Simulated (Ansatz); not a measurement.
# CoO (P3m1) in Ansatz: equation of state

How stiff is CoO in PBE, and what volume does it want? The cell is scaled to several volumes.

All numbers are computed with Ansatz 0.2.0; they aren't measurements. Logs are shortened: lines on timing, memory, paths and dates and some standing lists are left out, and cuts for length are marked.

## Step 1: The structure

Symmetry: P6_3mc, No. 186, hexagonal system. The conventional cell has a = 3.198 Å, b = 3.198 Å, c = 5.229 Å, α = 90.00°, β = 90.00°, γ = 120.00°. Co (site symmetry 3m) is surrounded by 4 O at 1.93 to 1.97 Å. O (site symmetry 3m) is surrounded by 4 Co at 1.93 to 1.97 Å.

Measurements of this composition are mostly on another form, of space group No. 225.

## Step 2: Equation of state, PBE, collinear spin, ferromagnetic start

Potentials or basis: all-electron LAPW, scalar-relativistic.

No new run: the results of the series are fitted here.

Results:

| Property | Result |
| --- | --- |
| Equilibrium volume | 11.55 Å³/atom |
| Bulk modulus at fixed shape and positions | 126 GPa |
| Pressure derivative of the bulk modulus | 2.9 (rough: it moves with the points fitted) |

Energy against volume, from the lowest point:
```tsv
volume (Å³/atom)	energy (meV/atom)
10.881	16.61
11.112	6.99
11.344	1.53
11.575	0.00
11.807	2.12
12.038	7.59
12.270	16.10
```

Caveat: the cell was scaled at fixed shape and fractional positions, which overstates the stiffness of a crystal with free parameters, most of all of layers and chains; the starting moments weren't kept.
